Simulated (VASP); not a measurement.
# GaSb (F-43m) in VASP: further runs

The runs below take GaSb through relaxation of cell and atoms, with LDA.

Program: VASP 6.6.1. These are calculated values, not measurements. Logs are shortened: lines on timing, memory, paths and dates and some standing lists are left out, and cuts for length are marked.

### Step 1. The structure

The structure is cubic, space group F-43m (No. 216). Conventional cell: a = 6.118 Å, b = 6.118 Å, c = 6.118 Å, α = 90.00°, β = 90.00°, γ = 90.00°. Around Ga (site symmetry -43m) lie 4 Sb at 2.65 Å. Around Sb (site symmetry -43m) lie 4 Ga at 2.65 Å.

### Step 2. Relaxation of cell and atoms, LDA

File INCAR:

```
SYSTEM = GaSb
PREC = Accurate ; ENCUT = 350
EDIFF = 1E-7 ; ISMEAR = 0
SIGMA = 0.02 ; LREAL = .FALSE.
LASPH = .TRUE. ; NELM = 80
ALGO = Fast ; ISIF = 3
LWAVE = .FALSE. ; LCHARG = .FALSE.
IBRION = 2 ; NSW = 80
EDIFFG = -0.002
```

File KPOINTS:

```
Automatic mesh
0
G
  6 6 6
  0 0 0
```

File POSCAR:

```
GaSb
1.0
    0.0000000000      3.0590000000      3.0590000000
    3.0590000000      0.0000000000      3.0590000000
    3.0590000000      3.0590000000      0.0000000000
Ga Sb
1 1
Direct
    0.0000000000      0.0000000000      0.0000000000
    0.2500000000      0.2500000000      0.2500000000
```

Potentials or basis: VASP PAW LDA potentials, release 64 (Ga_d, Sb).

Command:

```
> cat potpaw_LDA.64/Ga_d/POTCAR potpaw_LDA.64/Sb/POTCAR > POTCAR
> mpirun -np 1 vasp_std > vasp.out
```

OUTCAR:

```text
SYSTEM = GaSb
   PREC = Accurate
   ENCUT = 350
   EDIFF = 1E-7
   ISMEAR = 0
   LREAL = .FALSE.
   LASPH = .TRUE.
   NELM = 80
   ISIF = 3
   IBRION = 2
   NSW = 80
   EDIFFG = -0.002

 ion  position               nearest neighbor table
   1  0.000  0.000  0.000-   2 2.65   2 2.65   2 2.65   2 2.65
   2  0.250  0.250  0.250-   1 2.65   1 2.65   1 2.65   1 2.65

  LATTYP: Found a face centered cubic cell.
 ALAT       =     6.1180000000

  Lattice vectors:

 A1 = (   0.0000000000,   3.0590000000,   3.0590000000)
 A2 = (   3.0590000000,   0.0000000000,   3.0590000000)
 A3 = (   3.0590000000,   3.0590000000,   0.0000000000)

Analysis of symmetry for initial positions (statically):
=====================================================================
 Subroutine PRICEL returns:
 Original cell was already a primitive cell.

 Routine SETGRP: Setting up the symmetry group for a
 face centered cubic supercell.

 Subroutine GETGRP returns: Found 24 space group operations
 (whereof 24 operations were pure point group operations)
 out of a pool of 48 trial point group operations.

The static configuration has the point symmetry T_d .

Analysis of symmetry for dynamics (positions and initial velocities):
=====================================================================
 Subroutine PRICEL returns:
 Original cell was already a primitive cell.

 Routine SETGRP: Setting up the symmetry group for a
 face centered cubic supercell.

 Subroutine GETGRP returns: Found 24 space group operations
 (whereof 24 operations were pure point group operations)
 out of a pool of 48 trial point group operations.

The dynamic configuration has the point symmetry T_d .

 Subroutine INISYM returns: Found 24 space group operations
 (whereof 24 operations are pure point group operations),
 and found     1 'primitive' translations

----------------------------------------------------------------------------------------

                                     Primitive cell

  volume of cell :      57.2491

  direct lattice vectors                    reciprocal lattice vectors
     0.000000000  3.059000000  3.059000000    -0.163452109  0.163452109  0.163452109
     3.059000000  0.000000000  3.059000000     0.163452109 -0.163452109  0.163452109
     3.059000000  3.059000000  0.000000000     0.163452109  0.163452109 -0.163452109

  length of vectors
     4.326079287  4.326079287  4.326079287     0.283107357  0.283107357  0.283107357

[... 68 lines left out ...]
   LASPH  =      T    aspherical Exc in radial PAW
   ENCUT  =  350.0 eV  25.72 Ry    5.07 a.u.   6.60  6.60  6.60*2*pi/ulx,y,z
   NELM   =     80;   NELMIN=  2; NELMDL= -5     # of ELM steps
   EDIFF  = 0.1E-06   stopping-criterion for ELM
   LREAL  =      F    real-space projection
   EDIFFG = -.2E-02   stopping-criterion for IOM
   NSW    =     80    number of steps for IOM
   IBRION =      2    ionic relax: 0-MD 1-quasi-New 2-CG
   NFREE  =      1    steps in history (QN), initial steepest desc. (CG)
   ISIF   =      3    stress and relaxation
   ISYM   =      2    0-nonsym 1-usesym 2-fastsym
   POTIM  = 0.5000    time-step for ionic-motion
   TEBEG  =    0.0;   TEEND  =   0.0 temperature during run
   PSTRESS=    0.0 pullay stress
   NELECT =      18.0000    total number of electrons
   NUPDOWN=      -1.0000    fix difference up-down
   EMIN   =  10.00;   EMAX   =-10.00  energy-range for DOS
   EFERMI =   0.00;   METHOD = LEGACY
   ISMEAR =     0;   SIGMA  =   0.02  broadening in eV -4-tet -1-fermi 0-gaus
   EFERMI_NEDOS =   21; number of points for ismear=-14 and -15
   IALGO  =     68    algorithm
   IMIX   =      4    mixing-type and parameters
     AMIX     =   0.40;   BMIX     =  1.00
     AMIX_MAG =   1.60;   BMIX_MAG =  1.00
  volume/ion in A,a.u.               =      28.62       193.17
  Fermi-wavevector in a.u.,A,eV,Ry     =   1.113208  2.103657 16.860766  1.239231
  Thomas-Fermi vector in A             =   2.249790
   LORBIT       =      0    0 simple, 1 ext, 2 COOP (PROOUT), +10 PAW based schemes
   GGA     = CA    functional components
   LHFCALC =     F    Hartree Fock is set to
   AEXX    =    0.0000 exact exchange contribution
   IVDW    =     0    specifies the selected vdW correction
   LEPSILON=     F    determine dielectric tensor
   LRPA    =     F    only Hartree local field effects (RPA)
 conjugate gradient relaxation of ions
 non-spin polarized calculation
 RMM-DIIS sequential band-by-band and
 Gauss-broadening in eV      SIGMA  =   0.02
  energy-cutoff  :      350.00
  volume of cell :       57.25
 maximum number of plane-waves:       869
 NGX is ok and might be reduce to    28
   NGX = 13   NGY = 13   NGZ = 13

--------------------------------------- Ionic step        1  -------------------------------------------

 number of electron      18.0000013 magnetization

 Free energy of the ion-electron system (eV)
  ---------------------------------------------------
  ext. energy  EPLUGINS =         0.00000000
  ---------------------------------------------------
  free energy    TOTEN  =        -8.63224051 eV

  energy without entropy =       -8.63209768  energy(sigma->0) =       -8.63216909

------------------------ aborting loop because EDIFF is reached ----------------------------------------

  FORCE on cell =-STRESS in cart. coord.  units (eV):
  Direction    XX          YY          ZZ          XY          YZ          ZX
  --------------------------------------------------------------------------------------
  -------------------------------------------------------------------------------------
  Total       -0.5677738     -0.5677738     -0.5677738     -0.0000000      0.0000000     -0.0000000
  in kB      -15.8897664    -15.8897664    -15.8897664     -0.0000000      0.0000000     -0.0000000
  external PRESSURE =     -15.8897664 kB  Pullay stress =       0.0000000 kB
[... 167 lines left out ...]
--------------------------------------- Ionic step        6  -------------------------------------------

 number of electron      17.9999999 magnetization

 Free energy of the ion-electron system (eV)
  ---------------------------------------------------
  ext. energy  EPLUGINS =         0.00000000
  ---------------------------------------------------
  free energy    TOTEN  =        -8.64170815 eV

  energy without entropy =       -8.64170808  energy(sigma->0) =       -8.64170811

 E-fermi :   5.0978     XC(G=0):  -9.5389

 val. band max:        5.0400788564   @ k =   0.0000   0.0000   0.0000
 cond. band min:       5.1518627983   @ k =   0.0000   0.0000   0.0000
 fundamental gap:      0.1117839419
 Fermi energy:         5.0978291619

 k-point     1 :       0.0000    0.0000    0.0000
  band No.  band energies     occupation
      1     -10.1793      2.00000
      2     -10.1793      2.00000
      3     -10.1793      2.00000
      4     -10.1250      2.00000
      5     -10.1250      2.00000
      6      -6.7161      2.00000
      7       5.0401      1.99996
      8       5.0401      1.99996
      9       5.0401      1.99996
     10       5.1519      0.00013
     11       7.7732      0.00000
     12       7.7732      0.00000
     13       7.7732      0.00000
[... 267 lines left out ...]
  FREE ENERGIE OF THE ION-ELECTRON SYSTEM (eV)
  ---------------------------------------------------
  free  energy   TOTEN  =        -8.6417081491 eV

  energy  without entropy=       -8.6417080763  energy(sigma->0) =       -8.64170811

 reached required accuracy - stopping structural energy minimisation
```

Wall time 26 s (1 thread of Intel Xeon Platinum 8488C (Sapphire Rapids), shared host); peak memory 0.14 GiB.

What came out:

```
Free energy                            : -8.6417 eV
Relaxed volume                         : 27.68 Å³/atom
Relaxed cell                           : a = 4.278 Å, b = 4.278 Å, c = 4.278 Å, α = 60.00°, β = 60.00°, γ = 60.00°
Space group after relaxing (to 0.05 Å) : F-43m (No. 216)
Energy gained by relaxing              : 4.7 meV/atom
Ionic steps                            : 6
Pressure after relaxing                : 0.0 GPa
Band gap on the k mesh                 : 0.11 eV, direct
```

Step by step:
```tsv
step	energy change (eV)	largest force (eV/Å)	pressure (GPa)	volume (Å³)
1	0.0000	0.0000	-1.59	57.25
2	-0.0089	0.0000	0.44	54.93
3	-0.0095	0.0000	-0.05	55.39
4	-0.0095	0.0000	0.07	55.34
5	-0.0094	0.0000	-0.09	55.42
6	-0.0095	0.0000	-0.01	55.36
```

Final structure:
```
Ga Sb
1.0
     0.00000    3.02494    3.02494
     3.02494    0.00000    3.02494
     3.02494    3.02494    0.00000
Ga Sb
1 1
Cartesian
  0.0000 0.0000 0.0000
  1.5125 1.5125 1.5125
```

Caveat: the cutoff is under 1.25 times the usual one of these potentials, so pressure, stress and relaxed cells hold a basis-set (Pulay) error; spin-orbit coupling is left out, which moves the levels of the heavy elements. A k mesh can miss the band edges.

### Step 3. Relaxation of cell and atoms, LDA

This run uses another cell than the first one, of 27.68 Å³/atom, 0.967 times its volume.

INCAR is that of step 2.

KPOINTS is that of step 2.

File POSCAR:

```
GaSb                                    
1.0
   -0.0000000000      3.0249363664      3.0249363664
    3.0249363664      0.0000000000      3.0249363664
    3.0249363664      3.0249363664      0.0000000000
  Ga              Sb            
     1     1
Direct
     0.0000000000000000    0.0000000000000000    0.0000000000000000
     0.2500000000000000    0.2500000000000000    0.2500000000000000
```

Potentials or basis: VASP PAW LDA potentials, release 64 (Ga_d, Sb).

Command:

```
> cat potpaw_LDA.64/Ga_d/POTCAR potpaw_LDA.64/Sb/POTCAR > POTCAR
> mpirun -np 1 vasp_std > vasp.out
```

It used 5.5 s of CPU time on 1 thread of Intel(R) Xeon(R) Platinum 8488C (Sapphire Rapids), on a shared host, which was overloaded at the time.

The run converged. Its results:

| Item | Value |
| --- | --- |
| Free energy | -8.6402 eV |
| Pressure after relaxing | 0.0 GPa |
| Band gap on the k mesh | 0.11 eV, direct |

Final structure:
```
Ga Sb
1.0
     0.00000    3.02494    3.02494
     3.02494    0.00000    3.02494
     3.02494    3.02494    0.00000
Ga Sb
1 1
Cartesian
  0.0000 0.0000 0.0000
  1.5125 1.5125 1.5125
```

Levels at points of the mesh, in eV from the valence-band top:
| k point | band 5 | band 6 | band 7 | band 8 | band 9 | band 10 | band 11 | band 12 | band 13 |
| --- | --- | --- | --- | --- | --- | --- | --- | --- | --- |
| (0.00, 0.00, 0.00) | -15.16 | -11.76 | 0.00 | 0.00 | 0.00 | 0.11 | 2.73 | 2.73 | 2.73 |
| (0.50, 0.00, 0.00) | -15.16 | -10.05 | -6.58 | -1.21 | -1.21 | 0.36 | 3.71 | 3.71 | 6.28 |
| (0.50, 0.50, 0.00) | -15.16 | -9.17 | -7.01 | -2.70 | -2.70 | 0.79 | 1.09 | 8.79 | 8.79 |

Caveat: the cutoff is under 1.25 times the usual one of these potentials, so pressure, stress and relaxed cells hold a basis-set (Pulay) error; the relaxation stopped at its first step, so nothing moved; spin-orbit coupling is left out, which moves the levels of the heavy elements. A k mesh can miss the band edges.
